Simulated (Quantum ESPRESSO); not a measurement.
# Cr (Cmcm) in Quantum ESPRESSO: settings compared, part 2 of 2

Quantum ESPRESSO 7.5. Earlier steps stand in the parts before.

## Step 3: Phonons, PBEsol, collinear spin, ferromagnetic start

pw.in reads:

```
&CONTROL
  calculation = 'scf'
  prefix = 'pwscf'
  outdir = './tmp'
  pseudo_dir = './pseudo'
  tprnfor = .true.
  tstress = .true.
  disk_io = 'low'
/
&SYSTEM
  ibrav = 0
  celldm(1) = 8
  nat = 2
  ntyp = 1
  ecutwfc = 45
  ecutrho = 360
  nbnd = 24
  occupations = 'smearing'
  smearing = 'mv'
  degauss = 0.00999582
  nspin = 2
  starting_magnetization(1) = 0.2143
/
&ELECTRONS
  conv_thr = 4d-10
  electron_maxstep = 120
  mixing_beta = 0.3
/
ATOMIC_SPECIES
Cr    51.9961 cr_pbesol_v1.5.uspp.F.UPF
CELL_PARAMETERS alat
  0.2709514131955  -0.5827502274215   0.0000000000000
  0.2709514131955   0.5827502274215   0.0000000000000
  0.0000000000000   0.0000000000000   0.9600542729969
ATOMIC_POSITIONS crystal
Cr     0.8705325800    0.1294674200    0.7500000000
Cr     0.1294674200    0.8705325800    0.2500000000
K_POINTS automatic
9 9 5 0 0 0
```

relax.in reads:

```
&CONTROL
  calculation = 'vc-relax'
  prefix = 'pwscf'
  outdir = './tmp'
  pseudo_dir = './pseudo'
  tprnfor = .true.
  tstress = .true.
  disk_io = 'low'
  nstep = 40
  forc_conv_thr = 0.0001
  etot_conv_thr = 1d-06
/
&SYSTEM
  ibrav = 0
  celldm(1) = 8
  nat = 2
  ntyp = 1
  ecutwfc = 45
  ecutrho = 360
  nbnd = 24
  occupations = 'smearing'
  smearing = 'mv'
  degauss = 0.00999582
  nspin = 2
  starting_magnetization(1) = 0.2143
/
&ELECTRONS
  conv_thr = 4d-10
  electron_maxstep = 120
  mixing_beta = 0.3
/
&IONS
  ion_dynamics = 'bfgs'
/
&CELL
  cell_dynamics = 'bfgs'
  press = 0
  press_conv_thr = 0.2
/
ATOMIC_SPECIES
Cr    51.9961 cr_pbesol_v1.5.uspp.F.UPF
CELL_PARAMETERS alat
  0.2709514131955  -0.5827502274215   0.0000000000000
  0.2709514131955   0.5827502274215   0.0000000000000
  0.0000000000000   0.0000000000000   0.9600542729969
ATOMIC_POSITIONS crystal
Cr     0.8705325800    0.1294674200    0.7500000000
Cr     0.1294674200    0.8705325800    0.2500000000
K_POINTS automatic
9 9 5 0 0 0
```

scf2.in reads:

```
&CONTROL
  calculation = 'scf'
  prefix = 'pwscf'
  outdir = './tmp'
  pseudo_dir = './pseudo'
  tprnfor = .true.
  tstress = .true.
  disk_io = 'low'
/
&SYSTEM
  ibrav = 0
  celldm(1) = 8
  nat = 2
  ntyp = 1
  ecutwfc = 45
  ecutrho = 360
  nbnd = 24
  occupations = 'smearing'
  smearing = 'mv'
  degauss = 0.00999582
  nspin = 2
  starting_magnetization(1) = 0.2143
/
&ELECTRONS
  conv_thr = 1d-13
  electron_maxstep = 120
  mixing_beta = 0.3
  startingpot = 'file'
  startingwfc = 'file'
/
ATOMIC_SPECIES
Cr    51.9961 cr_pbesol_v1.5.uspp.F.UPF
CELL_PARAMETERS alat
  0.2678129011275  -0.5635228156200   0.0000000000000
  0.2678129011275   0.5635228156200   0.0000000000000
  0.0000000000000   0.0000000000000   0.9962695015964
ATOMIC_POSITIONS crystal
Cr     0.8566418620    0.1433581380    0.7500000000
Cr     0.1433581380    0.8566418620    0.2500000000
K_POINTS automatic
9 9 5 0 0 0
```

ph.in reads:

```
phonons of Cr
&INPUTPH
  prefix = 'pwscf'
  outdir = './tmp'
  tr2_ph = 1d-18
  fildyn = 'dyn'
  niter_ph = 90
  alpha_mix(1) = 0.4
/
0.0000000000 0.0000000000 0.0000000000
```

dynmat.in reads:

```
&INPUT
  fildyn = 'dyn'
  asr = 'crystal'
  filout = 'dynmat.disp'
  fileig = 'dynmat.eig'
/
```

Potentials or basis: GBRV 1.5 PBEsol.

Command:

```sh
> OMP_NUM_THREADS=1 pw.x -in pw.in > pw.out
> OMP_NUM_THREADS=1 pw.x -in relax.in > relax.out
> OMP_NUM_THREADS=1 pw.x -in scf2.in > scf2.out
> OMP_NUM_THREADS=1 ph.x -in ph.in > ph.out
> OMP_NUM_THREADS=1 dynmat.x -in dynmat.in > dynmat.out
```

pw.out:

```text
This program is part of the open-source Quantum ESPRESSO suite
     for quantum simulation of materials; please cite
[... 9 lines left out ...]
     --------------------
     sticks:   dense  smooth     PW     G-vecs:    dense   smooth      PW
     Sum         585     287    107                17947     6303    1377

     Using Slab Decomposition

     bravais-lattice index     =            0
     lattice parameter (alat)  =       8.0000  a.u.
     unit-cell volume          =     155.2278 (a.u.)^3
     number of atoms/cell      =            2
     number of atomic types    =            1
     number of electrons       =        28.00
     number of Kohn-Sham states=           24
     kinetic-energy cutoff     =      45.0000  Ry
     charge density cutoff     =     360.0000  Ry
     scf convergence threshold =      4.0E-10
     mixing beta               =       0.3000
     number of iterations used =            8  plain     mixing
     Exchange-correlation= SLA  PW   PSX  PSC
                           (   1   4  10   8   0   0   0)

     celldm(1)=   8.000000  celldm(2)=   0.000000  celldm(3)=   0.000000
     celldm(4)=   0.000000  celldm(5)=   0.000000  celldm(6)=   0.000000

     crystal axes: (cart. coord. in units of alat)
               a(1) = (   0.270951  -0.582750   0.000000 )
               a(2) = (   0.270951   0.582750   0.000000 )
               a(3) = (   0.000000   0.000000   0.960054 )

     reciprocal axes: (cart. coord. in units 2 pi/alat)
               b(1) = (  1.845349 -0.858001  0.000000 )
               b(2) = (  1.845349  0.858001 -0.000000 )
               b(3) = ( -0.000000  0.000000  1.041608 )

     PseudoPot. # 1 for Cr read from file:
     cr_pbesol_v1.5.uspp.F.UPF
     Pseudo is Ultrasoft + core correction, Zval = 14.0
     Generated by new atomic code, or converted to UPF format
     Using radial grid of  857 points,  6 beta functions with:
                l(1) =   0
                l(2) =   0
                l(3) =   1
                l(4) =   1
                l(5) =   2
                l(6) =   2
     Q(r) pseudized with  8 coefficients,  rinner =    0.950   0.950   0.950
                                                       0.950   0.950

     atomic species   valence    mass     pseudopotential
     Cr               14.00    51.99610     Cr( 1.00)

     Starting magnetic structure
     atomic species   magnetization
     Cr              0.214

      8 Sym. Ops., with inversion, found ( 4 have fractional translation)

   Cartesian axes

     site n.     atom                  positions (alat units)
         1        Cr     tau(   1) = (   0.2709514  -0.4318559   0.7200407  )
         2        Cr     tau(   2) = (   0.2709514   0.4318559   0.2400136  )

     number of k points=    75  Marzari-Vanderbilt smearing, width (Ry)=  0.0100
                       cart. coord. in units 2pi/alat
        k(    1) = (   0.0000000   0.0000000   0.0000000), wk =   0.0024691
        k(    2) = (   0.0000000   0.0000000   0.2083216), wk =   0.0049383
        k(    3) = (   0.0000000   0.0000000   0.4166431), wk =   0.0049383
        k(    4) = (   0.2050388   0.0953334   0.0000000), wk =   0.0098765
        k(    5) = (   0.2050388   0.0953334   0.2083216), wk =   0.0197531
        k(    6) = (   0.2050388   0.0953334   0.4166431), wk =   0.0197531
[... 67 lines left out ...]
        k(   74) = (   0.0000000  -0.7626671   0.2083216), wk =   0.0098765
        k(   75) = (  -0.0000000  -0.7626671   0.4166431), wk =   0.0098765

     Dense  grid:    17947 G-vectors     FFT dimensions: (  32,  32,  48)

     Smooth grid:     6303 G-vectors     FFT dimensions: (  24,  24,  36)

     Check: negative core charge=   -0.000013
     Generating pointlists ...
     new r_m :   0.2235 (alat units)  1.7883 (a.u.) for type    1

     Initial potential from superposition of free atoms

     starting charge      26.0000, renormalised to      28.0000

     negative rho (up, down):  9.952E-04 6.439E-04
     Starting wfcs are   20 randomized atomic wfcs +    4 random wfcs

     Self-consistent Calculation

     iteration #  1     ecut=    45.00 Ry     beta= 0.30
     Davidson diagonalization with overlap
     ethr =  1.00E-02,  avg # of iterations =  5.5

     negative rho (up, down):  1.092E-03 1.336E-03

     total energy              =    -350.19051005 Ry
     estimated scf accuracy    <       4.12238685 Ry

     total magnetization       =     1.70 Bohr mag/cell
     absolute magnetization    =     1.70 Bohr mag/cell

     iteration #  2     ecut=    45.00 Ry     beta= 0.30
     Davidson diagonalization with overlap
     ethr =  1.00E-02,  avg # of iterations =  2.0

     negative rho (up, down):  8.828E-04 1.898E-03

     total energy              =    -350.62002230 Ry
     estimated scf accuracy    <       0.25791314 Ry

     total magnetization       =     2.11 Bohr mag/cell
     absolute magnetization    =     2.12 Bohr mag/cell

     iteration #  3     ecut=    45.00 Ry     beta= 0.30
     Davidson diagonalization with overlap
     ethr =  9.21E-04,  avg # of iterations =  2.4

     negative rho (up, down):  1.421E-04 1.872E-03

     total energy              =    -350.69723286 Ry
     estimated scf accuracy    <       0.04681822 Ry

     total magnetization       =     2.01 Bohr mag/cell
     absolute magnetization    =     2.02 Bohr mag/cell

     iteration #  4     ecut=    45.00 Ry     beta= 0.30
     Davidson diagonalization with overlap
     ethr =  1.67E-04,  avg # of iterations =  2.5

     negative rho (up, down):  3.058E-04 1.955E-03

     total energy              =    -350.67947915 Ry
     estimated scf accuracy    <       0.15215484 Ry

     total magnetization       =     0.87 Bohr mag/cell
     absolute magnetization    =     0.89 Bohr mag/cell

     iteration #  5     ecut=    45.00 Ry     beta= 0.30
     Davidson diagonalization with overlap
     ethr =  1.67E-04,  avg # of iterations =  2.6

     negative rho (up, down):  3.358E-04 1.811E-03

     total energy              =    -350.73302684 Ry
     estimated scf accuracy    <       0.02626886 Ry

     total magnetization       =     0.69 Bohr mag/cell
     absolute magnetization    =     0.71 Bohr mag/cell

     iteration #  6     ecut=    45.00 Ry     beta= 0.30
     Davidson diagonalization with overlap
     ethr =  9.38E-05,  avg # of iterations =  1.2

     negative rho (up, down):  5.409E-04 1.332E-03

     total energy              =    -350.72681837 Ry
     estimated scf accuracy    <       0.01998318 Ry

     total magnetization       =     0.57 Bohr mag/cell
     absolute magnetization    =     0.58 Bohr mag/cell
[... 91 lines left out ...]
     total energy              =    -350.73101384 Ry
     estimated scf accuracy    <       0.00000019 Ry

     total magnetization       =     0.01 Bohr mag/cell
     absolute magnetization    =     0.01 Bohr mag/cell

     iteration # 15     ecut=    45.00 Ry     beta= 0.30
     Davidson diagonalization with overlap
     ethr =  6.72E-10,  avg # of iterations =  2.2

     negative rho (up, down):  8.358E-04 8.363E-04

     total energy              =    -350.73101463 Ry
     estimated scf accuracy    <       0.00000004 Ry

     total magnetization       =     0.00 Bohr mag/cell
     absolute magnetization    =     0.00 Bohr mag/cell

     iteration # 16     ecut=    45.00 Ry     beta= 0.30
     Davidson diagonalization with overlap
     ethr =  1.37E-10,  avg # of iterations =  2.1

     negative rho (up, down):  8.361E-04 8.361E-04

     total energy              =    -350.73101496 Ry
     estimated scf accuracy    <          2.5E-09 Ry

     total magnetization       =    -0.00 Bohr mag/cell
     absolute magnetization    =     0.00 Bohr mag/cell

     iteration # 17     ecut=    45.00 Ry     beta= 0.30
     Davidson diagonalization with overlap
     ethr =  9.10E-12,  avg # of iterations =  2.0

     negative rho (up, down):  8.362E-04 8.361E-04

     total energy              =    -350.73101497 Ry
     estimated scf accuracy    <          2.2E-09 Ry

     total magnetization       =    -0.00 Bohr mag/cell
     absolute magnetization    =     0.00 Bohr mag/cell

     iteration # 18     ecut=    45.00 Ry     beta= 0.30
     Davidson diagonalization with overlap
     ethr =  7.94E-12,  avg # of iterations =  2.0

     negative rho (up, down):  8.362E-04 8.361E-04

     Magnetic moment per site  (integrated on atomic sphere of radius R)
     atom   1 (R=0.224)  charge= 11.8202  magn= -0.0001
     atom   2 (R=0.224)  charge= 11.8202  magn= -0.0001

     End of self-consistent calculation

     Number of k-points >= 100: set verbosity='high' to print the bands.

     the Fermi energy is    19.3931 ev

!    total energy              =    -350.73101497 Ry
     estimated scf accuracy    <          1.9E-10 Ry
     smearing contrib. (-TS)   =      -0.00018786 Ry
     internal energy E=F+TS    =    -350.73082711 Ry

     The total energy is F=E-TS. E is the sum of the following terms:
     one-electron contribution =    -115.31673399 Ry
     hartree contribution      =      73.74031743 Ry
     xc contribution           =     -44.48241600 Ry
     ewald contribution        =    -264.67199456 Ry

     total magnetization       =    -0.00 Bohr mag/cell
     absolute magnetization    =     0.00 Bohr mag/cell

     convergence has been achieved in  18 iterations

     negative rho (up, down):  8.362E-04 8.361E-04

     Forces acting on atoms (cartesian axes, Ry/au):

     atom    1 type  1   force =     0.00000000    0.00798670    0.00000000
     atom    2 type  1   force =    -0.00000000   -0.00798670    0.00000000

     Total force =     0.011295     Total SCF correction =     0.000001

     Computing stress (Cartesian axis) and pressure

     negative rho (up, down):  8.362E-04 8.361E-04
          total   stress  (Ry/bohr**3)                   (kbar)     P=      -17.49
  -0.00023865  -0.00000000   0.00000000          -35.11       -0.00        0.00
   0.00000000  -0.00027098   0.00000000            0.00      -39.86        0.00
   0.00000000   0.00000000   0.00015288            0.00        0.00       22.49

=------------------------------------------------------------------------------=
   JOB DONE.
=------------------------------------------------------------------------------=
```

Run time: 14 min. Hardware: 1 thread of Intel Xeon 6975P-C (Granite Rapids), shared host; peak memory 0.15 GiB.

What came out:

| Property | Result |
| --- | --- |
| Free energy | -4771.9747 eV |
| Relaxed volume | 11.41 Å³/atom |
| Relaxed cell | a = 2.641 Å, b = 2.641 Å, c = 4.218 Å, α = 90.00°, β = 90.00°, γ = 129.16° |
| Space group after relaxing (to 0.05 Å) | Cmcm (No. 63) |
| Pressure after relaxing | 0.0 GPa |
| Band gap on the k mesh | none (metal or under the smearing width) |
| Net moment | 0.00 μB per cell |
| Absolute moment | 0.00 μB per cell |
| Valence electrons inside the program's atomic spheres | Cr 11.82 |
| Highest phonon frequency at Γ | 353 cm⁻¹ |
| Most unstable mode | 172i cm⁻¹ |

Step by step:
```csv
step,energy change (eV),largest force (eV/Å),pressure (GPa),volume (Å³)
1,0.0000,0.2053,-1.75,23.00
2,-0.0078,0.2203,0.52,22.80
3,-0.0153,0.2289,1.16,22.74
4,-0.0239,0.2232,1.28,22.71
5,-0.0313,0.1563,1.20,22.71
6,-0.0333,0.1201,0.43,22.78
7,-0.0354,0.0568,-0.50,22.86
8,-0.0361,0.0141,-0.51,22.86
9,-0.0363,0.0032,-0.18,22.83
10,-0.0363,0.0016,-0.01,22.82
11,-0.0363,0.0001,0.00,22.82
12,-0.0363,0.0001,0.00,22.82
```

Final structure:
```xyz
2
Lattice="1.1338 -2.3856 0.0000 1.1338 2.3856 0.0000 0.0000 0.0000 4.2176" Properties=species:S:1:pos:R:3 pbc="T T T"
Cr    1.1338   -1.7016    3.1632
Cr    1.1338    1.7016    1.0544
```

Phonon frequencies in cm⁻¹ (negative: imaginary):
| q point | frequencies |
| --- | --- |
| (0.000, 0.000, 0.000) | -172 -3 -2 0 183 353 |

Optical modes at Γ, degenerate ones joined:
```csv
cm⁻¹,components,symmetry,active in
172i,1,B1g,Raman
183,1,Ag,Raman
353,1,B2g,Raman
```

Caveat: the k mesh is coarse; the mesh is thin for the phonons of a metal; some modes are imaginary; the starting moments collapsed, and a magnetic state may lie lower.
